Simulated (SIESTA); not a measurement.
The system is GaN.

```
Ga N
1.0
     0.00000    2.25350    2.25350
     2.25350    0.00000    2.25350
     2.25350    2.25350    0.00000
Ga N
1 1
Direct
  0.00000 0.00000 0.00000
  0.25000 0.25000 0.25000
```

The cell is a database's computed one.

Base run:

- Program: SIESTA 5.4.2
- Functional: PBE
- Potentials or basis: PseudoDojo 0.4 standard (PBE files)
- Basis: DZP (energy shift 0.002 Ry; radii capped at 9.5 bohr)
- Grid cutoff: 800 Ry
- Energy shift: 0.002 Ry
- k mesh: 10 × 10 × 10
- Occupations: fermi-dirac, width 0.05 eV
- Spin: no spin polarisation

Its results: band gap on the k mesh 1.72 eV, direct; pressure 9.0 GPa.

Problem. The run is repeated on the same cell with these changes: potentials or basis from PseudoDojo 0.4 standard (PBE files) to SPMS 1.0 (PBE files) or PseudoDojo by element. What comes out?

Solution. Band gap on the k mesh 1.71 eV, direct; pressure 10.4 GPa.

Caveats: semicore shells carry a single zeta, which can move pressures by several GPa and volumes by a few percent; the basis of atomic orbitals isn't converged, which shifts pressures, moduli and gaps.

Not every run made on this cell is shown here.
